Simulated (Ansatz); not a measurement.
# Ta (P6_3/mmc) in Ansatz: convergence with smearing width

Aim: find how far smearing width must go before the results for Ta settle, at PBEsol. This setting moves, with any that are tied to it; all else stays.

All numbers are computed with Ansatz 0.2.0; they aren't measurements. Logs are shortened: lines on timing, memory, paths and dates and some standing lists are left out, and cuts for length are marked.

## (1) The structure

The structure is hexagonal, space group P6_3/mmc (No. 194). The conventional cell has a = 2.900 Å, b = 2.900 Å, c = 5.166 Å, α = 90.00°, β = 90.00°, γ = 120.00°. Ta (site symmetry -6m2) has 12 Ta at 2.90 to 3.08 Å as nearest neighbours.

This isn't the form of Ta at room conditions, which is bcc.

## (2) With smearing width 0.3 eV

File input.yaml:

```yaml
crystal:
  lattice:
    - [2.9003720726, 0.0, 0.0]
    - [-1.4501860363, 2.5117958953, 0.0]
    - [0.0, 0.0, 5.166274]
  atoms:
    - { symbol: Ta, position: [0.3333333333, 0.6666666667, 0.25] }
    - { symbol: Ta, position: [0.6666666667, 0.3333333333, 0.75] }
hamiltonian:
  xc: pbesol
  pseudopotentials: { kind: paw }
kpoints:
  mp_grid: { grid: [9, 9, 5] }
scf:
  occupations: { method: gaussian, width: 0.3 }
output:
  forces: true
  stress: true
  eigenvalues: true
```

Potentials or basis: Ansatz PAW.

Launch:

```console
ansatz run input.yaml --threads 2 --pin off --max-ram 5632MiB --backend cpu --events-out ev --progress --plain --runs-dir out
```

Log:

```text
Warning: RAYON_NUM_THREADS=2 ignored (pool sized by the plan → 2); use --threads N
Engine: ansatz 0.2.0, aarch64-unknown-linux-gnu
Pseudopotentials: kind: paw
Pseudopotential: Ta, paw, valence charge 13, recommended cutoff 420 eV (normal), Ta.paw.azcp
Functional definition: PBEsol
  exchange = pbesol_x
  correlation = pbesol_c
Crystal: 2 atoms, lattice volume = 37.637 Å³
Basis set: ecut = 420 eV, 725 PW (Γ), exchange–correlation on 40×40×72 points (8 copies of the dense FFT grid, shifted against one another)
Bands: 17, of which v1, the nominal top of the filled ones, is band 13 counted from 1 (12 counted from 0)
Symmetry: 24 space group operations
Space group: P63/mmc (ITA 194), of the structure as read, at distance tolerance 3.4e-5 Å
k-points: 36 of 405
Non-local potential: Ta, projectors of the file, l = 0: 3, l = 1: 2, l = 2: 2, l = 3: 1
PAW form: soft (Blöchl's): semilocal exchange-correlation on the pseudo side does not see the compensation charge
PAW frozen core: Ta, regenerated for the run's functional, and the local potential with it (the file was generated under x = pbe(κ = 0.804, μ = 0.2195149727645171), c = pbe(β = 0.06672455060314922))
PAW one-centre angular grid: Ta, 590 points (default); XC on 64 Gauss nodes
Initial density: superposition of atomic densities (neutral atoms: chi_scale 0, normalization atom), corrected by the library's trained network
Initial wavefunctions: pseudopotential atomic-orbital guess
Functional: x = pbesol(κ = 0.804, μ = 0.12345679012345678), c = pbesol(β = 0.046)
SCF iter   1: F=—  HF=-19612.430581 eV  |F-HF|=—  |Δ(HF+E_count)|=         —  Δρ=5.98e-3  dr2=9.73e-3  ethr=1.77e-3  ⟨swp⟩=5.0  Hψ=2718  notcnv=0
preconditioner: auto → Kerker (q_TF=auto, 2.565 Å⁻¹)  [metal: Δε(μ)=0.035 eV  Ē_g=4.532 eV  σ=0.300 eV  W_gap=0.07  n_scr=10 (ndim 8)  ℏωp=19.1 eV  f_vac=0.000  D(μ)=2.83/eV (n_scr^D=36)]
SCF iter   2: F=—  HF=-19612.428849 eV  |F-HF|=—  |Δ(HF+E_count)|=   1.73e-3  Δρ=3.68e-3  dr2=4.25e-3  ethr=3.74e-5  ⟨swp⟩=1.3  Hψ=926  notcnv=0
SCF iter   3: F=—  HF=-19612.427603 eV  |F-HF|=—  |Δ(HF+E_count)|=   1.25e-3  Δρ=4.28e-4  dr2=3.32e-5  ethr=1.64e-5  ⟨swp⟩=2.0  Hψ=769  notcnv=0
SCF iter   4: F=—  HF=-19612.427609 eV  |F-HF|=—  |Δ(HF+E_count)|=   5.60e-6  Δρ=1.07e-4  dr2=1.96e-6  ethr=1.28e-7  ⟨swp⟩=2.5  Hψ=1030  notcnv=0
iter 5 did not close the SCF: its close was put off for the readings that it lacked (scf_convergence_deferred on its scf_iter line)
SCF iter   5: F=-19612.427608 eV  HF=-19612.427608 eV  |F-HF|=1.11e-8  |Δ(HF+E_count)|=   5.19e-8  Δρ=1.80e-5  dr2=5.41e-8  ethr=7.55e-9  ⟨swp⟩=1.6  Hψ=708  notcnv=0
SCF iter   6: F=-19612.427608 eV  HF=-19612.427608 eV  |F-HF|=7.09e-10  |Δ(HF+E_count)|=   5.63e-9  Δρ=3.19e-6  dr2=1.85e-9  ethr=2.08e-10  ⟨swp⟩=2.6  Hψ=1994  notcnv=0
the search or the solves at the SCF's close seem to have found levels that the self-consistency loop had missed (the run counts 1). By its estimate they hold under 1e-12 electrons; where the run keeps them, the occupations were computed again with them
SCF 1 converged in 6 iterations: F = -19612.427608 eV  dr2 = 1.85e-9
SCF converged after 6 iterations
Free energy (F): -19612.427608 eV
Harris-Foulkes:  -19612.427608 eV  (|F-HF|=7.09e-10)
Internal energy: -19612.300082 eV  (E = F + TS)
E sigma→0 (E₀):  -19612.363845 eV
Entropy (-TS):   -0.127526 eV (-63.763 meV/atom)
Fermi energy:    17.980517 eV
--- Per-component energies (eV) ---
  E_band       = -233.776661
  E_kinetic    = 729.829663
  E_local      = -1158.107365  (includes V_loc(G=0)·N_el)
  E_nonlocal   = 34.448191
  E_hartree    = 397.844772
  E_xc         = -432.750067
  E_vxc        = -406.034553  (∫ρ·V_xc dr)
  E_paw        = -16544.579784  (= ΣΔE_a)
  E_vpaw       = -229.601899  (= ΣTr[D̂ρ^β])
  E_aug_tail   = 0.000298  (compensation charges beyond the density's cutoff)
  E_ewald      = -2639.413084
  E_core_change = 0.427293  (= ΣΔE_core)
  E_smearing   = -0.127526  (= −TS)
  E_closure    = 0.000000  (closes the sum)
  Σ components = -19612.427608   (vs F -19612.427608, Δ=0.00e0)
--- Forces (eV/Å), atoms counted from 1 ---
  atom   1  Ta    -0.00000000    -0.00000000     0.00000000
  atom   2  Ta     0.00000000     0.00000000     0.00000000
  max |Σ_I F_I| component: 1.16e-17 eV/Å
--- Stress (GPa, compression-positive) ---
       -7.330314      -0.000000       0.000000
       -0.000000      -7.330314       0.000000
        0.000000       0.000000      -5.805578
  P = ⅓ Tr σ = -6.8221 GPa (-68.221 kbar)
--- Band table (eV; the first three rows and the last of 36) ---
  k-point 0: bands = ["-49.5455", "-49.4865", "-16.4896", "-15.6727", "-15.5578", "-15.5578", "-15.4759", "-15.4759", "9.8261", "13.0883", "17.4263", "17.8818", "18.5776", "18.5776", "19.1391", "19.1391", "20.9447"]
  k-point 1: bands = ["-49.5399", "-49.4922", "-16.4155", "-15.7551", "-15.5500", "-15.5500", "-15.4838", "-15.4838", "10.1671", "12.9000", "17.2566", "17.3939", "18.5397", "18.5397", "19.0042", "19.0042", "21.2694"]
  k-point 2: bands = ["-49.5252", "-49.5070", "-16.2180", "-15.9659", "-15.5296", "-15.5296", "-15.5043", "-15.5043", "11.0782", "12.1817", "16.8488", "16.9208", "18.5565", "18.5565", "18.7380", "18.7380", "22.0012"]
  k-point 35: bands = ["-49.4202", "-49.4202", "-16.3256", "-16.3256", "-16.2617", "-16.1984", "-15.8142", "-15.8142", "15.6183", "15.6183", "15.8135", "16.2062", "17.3909", "17.3909", "19.2300", "19.9401", "23.0816"]
```

Wall time 0.78 s (2 threads of Arm Neoverse V2, shared host); peak memory 0.28 GiB.

What came out:

* Free energy: -19612.4276 eV
* Pressure: -6.8 GPa
* Band gap on the k mesh: none (metal or under the smearing width)

## (3) With smearing width 0.2 eV

input.yaml, as its differences from that of step 2:

```diff
@@ -14,3 +14,3 @@
 scf:
-  occupations: { method: gaussian, width: 0.3 }
+  occupations: { method: gaussian, width: 0.2 }
 output:
```

Potentials or basis: Ansatz PAW.

Launch:

```console
ansatz run input.yaml --threads 2 --pin off --max-ram 5632MiB --backend cpu --events-out ev --progress --plain --runs-dir out
```

It took 0.77 s on 2 threads of Arm Neoverse V2, shared host; peak memory 0.28 GiB.

What came out:

* Free energy: -19612.3913 eV
* Pressure: -7.0 GPa
* Band gap on the k mesh: none (metal or under the smearing width)

## (4) With smearing width 0.15 eV

input.yaml, as its differences from that of step 3:

```diff
@@ -14,3 +14,3 @@
 scf:
-  occupations: { method: gaussian, width: 0.2 }
+  occupations: { method: gaussian, width: 0.15 }
 output:
```

Launch:

```console
ansatz run input.yaml --threads 2 --pin off --max-ram 5632MiB --backend cpu --events-out ev --progress --plain --runs-dir out
```

It took 0.78 s on 2 threads of Arm Neoverse V2, shared host; peak memory 0.28 GiB.

What came out:

* Free energy: -19612.3779 eV
* Pressure: -7.0 GPa
* Band gap on the k mesh: none (metal or under the smearing width)

## (5) With smearing width 0.1 eV

input.yaml, as its differences from that of step 4:

```diff
@@ -14,3 +14,3 @@
 scf:
-  occupations: { method: gaussian, width: 0.15 }
+  occupations: { method: gaussian, width: 0.1 }
 output:
```

Launch:

```console
ansatz run input.yaml --threads 2 --pin off --max-ram 5632MiB --backend cpu --events-out ev --progress --plain --runs-dir out
```

Wall time 0.77 s (2 threads of Arm Neoverse V2, shared host); peak memory 0.28 GiB.

Results:

| Quantity | Value |
| --- | --- |
| Free energy | -19612.3681 eV |
| Pressure | -7.0 GPa |
| Band gap on the k mesh | none (metal or under the smearing width) |

## (6) With smearing width 0.05 eV

input.yaml, as its differences from that of step 5:

```diff
@@ -14,3 +14,3 @@
 scf:
-  occupations: { method: gaussian, width: 0.1 }
+  occupations: { method: gaussian, width: 0.05 }
 output:
```

Potentials or basis: Ansatz PAW.

Launch:

```console
ansatz run input.yaml --threads 2 --pin off --max-ram 5632MiB --backend cpu --events-out ev --progress --plain --runs-dir out
```

Wall time 0.78 s (2 threads of Arm Neoverse V2, shared host); peak memory 0.28 GiB.

It converged, with:

| Quantity | Value |
| --- | --- |
| Free energy | -19612.3624 eV |
| Pressure | -7.1 GPa |
| Band gap on the k mesh | none (metal or under the smearing width) |

## (7) With smearing width 0.025 eV

input.yaml, as its differences from that of step 6:

```diff
@@ -14,3 +14,3 @@
 scf:
-  occupations: { method: gaussian, width: 0.05 }
+  occupations: { method: gaussian, width: 0.025 }
 output:
```

Launch:

```console
ansatz run input.yaml --threads 2 --pin off --max-ram 5632MiB --backend cpu --events-out ev --progress --plain --runs-dir out
```

Run time: 0.66 s. Hardware: 2 threads of Arm Neoverse V2, shared host; peak memory 0.28 GiB.

The run converged. Its results:

* Free energy: -19612.3614 eV
* Pressure: -7.1 GPa
* Band gap on the k mesh: none (metal or under the smearing width)

## (8) With smearing width 0.01 eV

input.yaml, as its differences from that of step 7:

```diff
@@ -14,3 +14,3 @@
 scf:
-  occupations: { method: gaussian, width: 0.025 }
+  occupations: { method: gaussian, width: 0.01 }
 output:
```

Launch:

```console
ansatz run input.yaml --threads 2 --pin off --max-ram 5632MiB --backend cpu --events-out ev --progress --plain --runs-dir out
```

It took 0.66 s on 2 threads of Arm Neoverse V2, shared host; peak memory 0.28 GiB.

It converged, with:

- Free energy: -19612.3612 eV
- Pressure: -7.1 GPa
- Band gap on the k mesh: none (metal or under the smearing width)

## (9) With smearing width 0.005 eV

input.yaml, as its differences from that of step 8:

```diff
@@ -14,3 +14,3 @@
 scf:
-  occupations: { method: gaussian, width: 0.01 }
+  occupations: { method: gaussian, width: 0.005 }
 output:
```

Potentials or basis: Ansatz PAW.

Launch:

```console
ansatz run input.yaml --threads 2 --pin off --max-ram 5632MiB --backend cpu --events-out ev --progress --plain --runs-dir out
```

Wall time 0.65 s (2 threads of Arm Neoverse V2, shared host); peak memory 0.28 GiB.

The run converged. Its results:

```
Free energy            : -19612.3612 eV
Pressure               : -7.1 GPa
Band gap on the k mesh : none (metal or under the smearing width)
```

## (10) The series at a glance

```
smearing width  energy less the tightest run, at zero smearing (meV/atom)  pressure (GPa)  SCF cycles  CPU time (s)  peak memory (GiB)
        0.3 eV                                                      -1.35           -6.82           6           1.4               0.28
        0.2 eV                                                      -0.07           -6.97           6           1.3               0.28
       0.15 eV                                                       0.37           -7.01           6           1.3               0.28
        0.1 eV                                                       0.54           -7.05           6           1.3               0.28
       0.05 eV                                                       0.16           -7.11           6           1.4               0.28
      0.025 eV                                                       0.02           -7.11           6           1.1               0.28
       0.01 eV                                                      -0.01           -7.11           6           1.1               0.28
      0.005 eV                                                       0.00           -7.11           6           1.1               0.28
```

Against the tightest run, the energy stays within 1 meV/atom from 0.2 eV on; the pressure stays within 0.1 GPa from 0.1 eV on. Narrower smearing needs a denser k mesh, so at a fixed mesh the narrowest width isn't the most accurate. The tightest run that finished is the yardstick and may itself not be fully converged.

Caveats: the PAW data sets come from PBE, with cores solved anew for the run's functional, which leaves a small shift of forces and pressure.
